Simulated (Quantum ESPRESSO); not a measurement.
Crystal: GaN.

```xyz
4
Lattice="3.1800 0.0000 0.0000 -1.5900 2.7540 0.0000 0.0000 0.0000 5.1660" Properties=species:S:1:pos:R:3 pbc="T T T"
Ga    1.5900    0.9180    2.5830
Ga    0.0000    1.8360    0.0000
N     1.5900    0.9180    4.5203
N     0.0000    1.8360    1.9373
```

Program: Quantum ESPRESSO 7.5. Alike in all runs: task band structure; potentials or basis PseudoDojo 0.4.1 SR PBE standard; no spin polarisation; cell as given; k mesh 10 × 10 × 5; cutoff (eV) 1143; smearing fermi-dirac 0.05 eV.

Task: Order these runs on this cell by their band gap on the k mesh, lowest first.
A. level SOGGA
B. level B86bPBE
C. level HCTH

Result: A (1.86 eV), B (2.02 eV), C (2.34 eV).

Caveats: SOGGA exchange is joined with the correlation of PBE here (some runs).
